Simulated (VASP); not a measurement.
Crystal: MgS (Niningerite).

```
CELL_PARAMETERS angstrom
0.00000 2.60165 2.60165
2.60165 0.00000 2.60165
2.60165 2.60165 0.00000
ATOMIC_POSITIONS crystal
S 0.50000 0.50000 0.50000
Mg 0.00000 0.00000 0.00000
```

* Program: VASP 6.6.1
* Task: relaxation of cell and atoms
* Functional: PBE
* Dispersion: D3(BJ)
* Potentials or basis: VASP PAW PBE potentials, release 64 (S, Mg)
* Cutoff: 600 eV
* k mesh: 8 × 8 × 8
* Occupations: gaussian, width 0.02 eV
* Spin: no spin polarisation

At the start: pressure -2.4 GPa; volume 17.61 Å³/atom.

Question: How do energy, volume and symmetry change on relaxing?

Answer: Over 3 steps the energy falls by 4.2 meV/atom and the volume is 17.06 Å³/atom (-3.1 %); space group Fm-3m (No. 225, to 0.05 Å).

The path:
| step | energy change (eV) | largest force (eV/Å) | pressure (GPa) | volume (Å³) |
| --- | --- | --- | --- | --- |
| 1 | 0.0000 | 0.0000 | -2.40 | 35.22 |
| 2 | -0.0080 | 0.0000 | 0.59 | 33.89 |
| 3 | -0.0084 | 0.0000 | 0.02 | 34.13 |

Final structure:
```
CELL_PARAMETERS angstrom
0.00000 2.57451 2.57451
2.57451 0.00000 2.57451
2.57451 2.57451 0.00000
ATOMIC_POSITIONS crystal
S 0.50000 0.50000 0.50000
Mg 0.00000 0.00000 0.00000
```
